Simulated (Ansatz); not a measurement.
The system is Te.

```
Te
1.0
     4.45400    0.00000    0.00000
    -2.22700    3.85728    0.00000
     0.00000    0.00000    5.92400
Te
3
Direct
  0.73100 0.73100 0.00000
  0.00000 0.26900 0.66667
  0.26900 0.00000 0.33333
```

Base run:

- Program: Ansatz 0.2.0
- Functional: r2SCAN
- Potentials or basis: Ansatz PAW
- Cutoff: 500 eV (not typed: the program's choice for these potentials)
- k mesh: 7 × 7 × 5
- Occupations: fermi-dirac, width 0.05 eV
- Spin: no spin polarisation

Its results: pressure 0.9 GPa; largest force 0.089 eV/Å.

Q: After a change of settings the same cell gave: pressure -2.0 GPa; largest force 0.055 eV/Å. Which change was it?
A. functional from r2SCAN to PBE; cutoff from 500 eV (not typed: the program's choice for these potentials) to 420 eV (not typed: the program's choice for these potentials); occupations from fermi-dirac, width 0.05 eV to gaussian, width 0.012 eV
B. functional from r2SCAN to LDA; cutoff from 500 eV (not typed: the program's choice for these potentials) to 420 eV (not typed: the program's choice for these potentials)
C. functional from r2SCAN to BLYP; cutoff from 500 eV (not typed: the program's choice for these potentials) to 420 eV (not typed: the program's choice for these potentials)
D. functional from r2SCAN to revPBE; cutoff from 500 eV (not typed: the program's choice for these potentials) to 420 eV (not typed: the program's choice for these potentials)

A: B.

Caveats: the PAW data sets come from PBE, with cores solved anew for the run's functional, which leaves a small shift of forces and pressure.
